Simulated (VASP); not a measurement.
BeTe: relaxation of cell and atoms with vdW-DF2

The system is BeTe.

```
Te Be
1.0
     0.00000    2.77000    2.77000
     2.77000    0.00000    2.77000
     2.77000    2.77000    0.00000
Te Be
1 1
Direct
  0.75000 0.75000 0.75000
  0.00000 0.00000 0.00000
```

```yaml
Program: VASP 6.6.1
Task: relaxation of cell and atoms
Functional: vdW-DF2
Potentials_or_basis: VASP PAW PBE potentials, release 64 (Te, Be)
Cutoff: 600 eV
k_mesh: 8 × 8 × 8
Occupations: fermi-dirac, width 0.05 eV
Spin: no spin polarisation
Further_INCAR_settings: ALGO = Normal; EDIFF = 1e-06; IBRION = 2; EDIFFG = -0.01; NSW = 60; ISIF = 3
```

```yaml
Relaxed_volume: 24.10 Å³/atom
Relaxed_cell: a = 4.085 Å, b = 4.085 Å, c = 4.085 Å, α = 60.00°, β = 60.00°, γ = 60.00°
Space_group_after_relaxing_to_0.05_Å: F-43m (No. 216)
Energy_gained_by_relaxing: 67.3 meV/atom
Ionic_steps: 3
Pressure_after_relaxing: 0.0 GPa
Band_gap_on_the_k_mesh: 2.35 eV, indirect (least direct gap 3.39 eV)
```

Step by step:
```csv
step,energy change (eV),largest force (eV/Å),pressure (GPa),volume (Å³)
1,0.0000,0.0000,8.37,42.51
2,-0.1279,0.0000,-1.43,49.71
3,-0.1346,0.0000,0.04,48.21
```

Final structure:
```xyz
2
Lattice="0.0000 2.8887 2.8887 2.8887 0.0000 2.8887 2.8887 2.8887 0.0000" Properties=species:S:1:pos:R:3 pbc="T T T"
Te    4.3330    4.3330    4.3330
Be    0.0000    0.0000    0.0000
```

Levels at points of the mesh, in eV from the valence-band top:
| k point | band 1 | band 2 | band 3 | band 4 | band 5 | band 6 | band 7 | band 8 |
| --- | --- | --- | --- | --- | --- | --- | --- | --- |
| (0.00, 0.00, 0.00) | -11.78 | 0.00 | 0.00 | 0.00 | 3.39 | 3.77 | 3.77 | 3.77 |
| (0.50, 0.00, 0.00) | -10.65 | -4.95 | -0.99 | -0.99 | 2.99 | 4.75 | 4.75 | 7.95 |
| (0.50, 0.50, 0.00) | -10.25 | -4.62 | -2.31 | -2.31 | 2.35 | 2.89 | 9.19 | 9.19 |

Wall time 2.2 min on 1 thread of Intel(R) Xeon(R) Platinum 8488C (Sapphire Rapids) (shared host), peak memory 0.4 GiB.

Caveat: the PAW data sets were made with another functional, which shifts forces and pressure a little; spin-orbit coupling is left out, which moves the levels of the heavy elements; the volume moved by +13 % from the deposited cell, more than functionals usually miss. Zero-point motion and thermal expansion aren't in these numbers.
